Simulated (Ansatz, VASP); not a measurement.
# TiAl in VASP and in Ansatz

```
Ti Al
1.0
     3.17906    0.00000    0.00000
     0.00000    3.17906    0.00000
     0.00000    0.00000    3.17906
Ti Al
1 1
Direct
  0.00000 0.00000 0.00000
  0.50000 0.50000 0.50000
```

The cell comes from a database or a generator and needn't be the stable form of this composition.

Alike in both runs: task relaxation of cell and atoms; functional PBE; dispersion D3(BJ); k mesh 8 × 8 × 8; occupations fermi-dirac, width 0.05 eV; no spin polarisation.

|  | VASP | Ansatz |
| --- | --- | --- |
| version | VASP 6.6.1 | Ansatz 0.2.0 |
| potentials or method | VASP PAW PBE potentials, release 64 (Ti_sv, Al) | Ansatz PAW |
| plane-wave cutoff (eV) | 600 | 420 |
| valence electrons in the cell | 15 | 15 |

|  | VASP | Ansatz | Ansatz less VASP |
| --- | --- | --- | --- |
| gap on the k mesh at the Fermi level, each at its own relaxed structure (eV) | none | none | - |
| relaxed volume (Å³/atom) | 15.47 | 15.48 | +0.007 |
| relaxed cell length with the largest relative difference (Å) | 3.140 | 3.140 | +0.0005 |
| energy change over the relaxation (meV/atom) | -8 | -8 | +0.2 |

A gap of «none» marks a metal or a gap that the smearing closes.

Caveats: pairwise dispersion overbinds metals, which lowers pressure and volume; the plane-wave basis is chosen anew once the cell has moved, so the energies of steps on either side of that aren't comparable (Ansatz).
